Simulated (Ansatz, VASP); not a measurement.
TiH in VASP and in Ansatz

```
CELL_PARAMETERS angstrom
0.00000 2.05162 2.05162
2.05162 0.00000 2.05162
2.05162 2.05162 0.00000
ATOMIC_POSITIONS crystal
Ti 0.00000 0.00000 0.00000
H 0.50000 0.50000 0.50000
```

The cell comes from a database or a generator and needn't be the stable form of this composition.

Alike in both runs: task single point; functional LDA; k mesh 18 × 18 × 18; occupations gaussian, width 0.15 eV; no spin polarisation.

```csv
,VASP,Ansatz
version,VASP 6.6.1,Ansatz 0.2.0
potentials or method,"VASP PAW LDA potentials, release 64 (Ti_sv, H)","scalar-relativistic, plane waves, PAW"
plane-wave cutoff (eV),520,520
valence electrons in the cell,13,13
```

|  | VASP | Ansatz | Ansatz less VASP |
| --- | --- | --- | --- |
| gap on the k mesh at the Fermi level (eV) | none | none | - |
| pressure (GPa) | 0.1 | 0.0 | -0.11 |

A gap of «none» marks a metal or a gap that the smearing closes.
